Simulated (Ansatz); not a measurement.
# TePb: the cost of one run

Method: DFT PBEsol, scalar-relativistic, plane waves, PAW, in Ansatz 0.2.0.

2 further runs of the same task are left out: 2 set aside as unsound or not needed.

### 1 The structure to begin with

It takes space group Fm-3m (No. 225, cubic). Conventional cell: a = 6.443 Å, b = 6.443 Å, c = 6.443 Å, α = 90.00°, β = 90.00°, γ = 90.00°. Around Te (site symmetry m-3m) lie 6 Pb at 3.22 Å. Pb (site symmetry m-3m) is surrounded by 6 Te at 3.22 Å.

Coordinates:

```
CELL_PARAMETERS angstrom
0.00000 3.22157 3.22157
3.22157 0.00000 3.22157
3.22157 3.22157 0.00000
ATOMIC_POSITIONS crystal
Te 0.50000 0.50000 0.50000
Pb 0.00000 0.00000 0.00000
```

It is the result of an earlier relaxation at this level (volume 33.43 Å³/atom; gap on the mesh: 0.65 eV).

### 2 The bulk in the plane's own cell

To let mesh errors cancel, the bulk is computed in a cell built on the (001) plane.

The input, input.yaml:

```yaml
crystal:
  lattice:
    - [4.5559828972, 0.0, 0.0]
    - [0.0, 4.5559828972, 0.0]
    - [0.0, 0.0, 6.4431328031]
  atoms:
    - { symbol: Pb, position: [0.0, 0.0, 0.0] }
    - { symbol: Pb, position: [0.5, 0.5, 0.5] }
    - { symbol: Te, position: [0.0, 0.0, 0.5] }
    - { symbol: Te, position: [0.5, 0.5, 0.0] }
basis:
  ecutwfc: 420
kpoints:
  mp_grid: { grid: [6, 6, 4] }
hamiltonian:
  xc: pbesol
scf:
  occupations: { method: gaussian, width: 0.05 }
output:
  forces: true
  stress: true
  eigenvalues: true
```

Started as:

```sh
$ ansatz run input.yaml --threads 4 --pin off --max-ram 9216MiB --backend cpu --events-out ev --progress --plain --runs-dir out
```

What time and memory should one allow on 4 threads of Arm Neoverse V2, shared host?

About 1.8 s, with a peak of 0.49 GiB.
